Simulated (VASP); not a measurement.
A run of VASP 6.6.1:

File INCAR:

```
PREC = Accurate ; ENCUT = 520
EDIFF = 1E-6 ; ISMEAR = 0
SIGMA = 0.1 ; LREAL = False
LASPH = True ; NELM = 100
ALGO = Normal ; ISIF = 2
LWAVE = False ; LCHARG = False
GGA = PE ; NBANDS = 13
```

Contents of KPOINTS:

```
regular mesh
0
Gamma
  6 6 6
```

Contents of POSCAR:

```
Te
1.0
   -2.9577914636      3.8759656627      1.5351528885
    2.9577914636     -3.8759656627      1.5351528885
    2.9577914636      3.8759656627     -1.5351528885
Te
2
Direct
    0.9990709800      0.2490709800      0.7500000000
    0.0009290200      0.7509290200      0.2500000000
```

Potentials or basis: VASP PAW PBE potentials, release 64 (Te).

The run is started by

```sh
$ cat potpaw_PBE.64/Te/POTCAR > POTCAR
$ mpirun -np 1 vasp_std > vasp.out
```

Hardware: 1 thread of AMD EPYC 7R13 Processor (Zen 3), on a shared host.

Estimate the wall time of this run.

Run time: 32 s on 1 thread of AMD EPYC 7R13 Processor (Zen 3), on a shared host, peak memory 0.21 GiB. Counts: scf iterations 11, k points 46.
